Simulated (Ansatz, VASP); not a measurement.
**Zn: VASP beside Ansatz**

```xyz
4
Lattice="2.5911 -5.4120 0.0000 2.5911 5.4120 0.0000 0.0000 0.0000 3.1827" Properties=species:S:1:pos:R:3 pbc="T T T"
Zn    2.5911    1.4161    1.5938
Zn    2.5911   -3.9958    3.1804
Zn    2.5911    3.9958    0.0024
Zn    2.5911   -1.4161    1.5890
```

Alike in both runs: task single point; functional PBE; k mesh 4 × 4 × 6; occupations gaussian, width 0.1 eV; no spin polarisation.

|  | VASP | Ansatz |
| --- | --- | --- |
| version | VASP 6.6.1 | Ansatz 0.2.0 |
| potentials or method | VASP PAW PBE potentials, release 64 (Zn) | scalar-relativistic, plane waves, PAW |
| plane-wave cutoff (eV) | 520 | 420 |
| valence electrons in the cell | 48 | 48 |

Ansatz gave:

* gap on the k mesh at the Fermi level (eV): none
* pressure (GPa): -7.4
* largest component of the traceless stress (GPa): 2.07
* rms of the force components (eV/Å): 0.004

Question: Which values does VASP return?

Answer: gap on the k mesh at the Fermi level (eV): none; pressure (GPa): -7.3; largest component of the traceless stress (GPa): 2.06; rms of the force components (eV/Å): 0.004.

Atom by atom the forces differ by 0.001 eV/Å (rms over components). A gap of «none» marks a metal or a gap that the smearing closes.
